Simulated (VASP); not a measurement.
A run of VASP 6.6.1 is set up as follows.

File INCAR:

```
  ALGO = Normal
  EDIFF = 1E-6
  ENCUT = 520
  ISIF = 2
  ISMEAR = 0
  ISPIN = 2
  LASPH = True
  LCHARG = True
  LELF = True
  LMAXMIX = 4
  LORBIT = 11
  LREAL = False
  LVHAR = True
  LWAVE = False
  MAGMOM = 1 0 0
  NBANDS = 23
  NELM = 150
  PREC = Accurate
  SIGMA = 0.05
```

The input KPOINTS:

```
k-points
0
Gamma
  9 9 5
```

POSCAR

```
TiS2
1.0
    3.4120000000      0.0000000000      0.0000000000
   -1.7060000000      2.9548786777      0.0000000000
    0.0000000000      0.0000000000      5.6950000000
Ti S
1 2
Direct
    0.0000000000      0.0000000000      0.0000000000
    0.6666666667      0.3333333333      0.7500000000
    0.3333333333      0.6666666667      0.2500000000
```

Potentials or basis: VASP PAW LDA potentials, release 64 (Ti_sv, S).

Launch:

```console
$ cat potpaw_LDA.64/Ti_sv/POTCAR potpaw_LDA.64/S/POTCAR > POTCAR
$ mpirun -np 1 vasp_std > vasp.out
```

(1) Estimate the net moment.

(2) Predict the largest force.

(3) Predict the band gap on the k mesh.

(4) What does it give for the pressure?

## Answers

(1) 0.00 μB per cell.

(2) 0.414 eV/Å.

(3) none (metal or under the smearing width).

(4) -6.3 GPa.
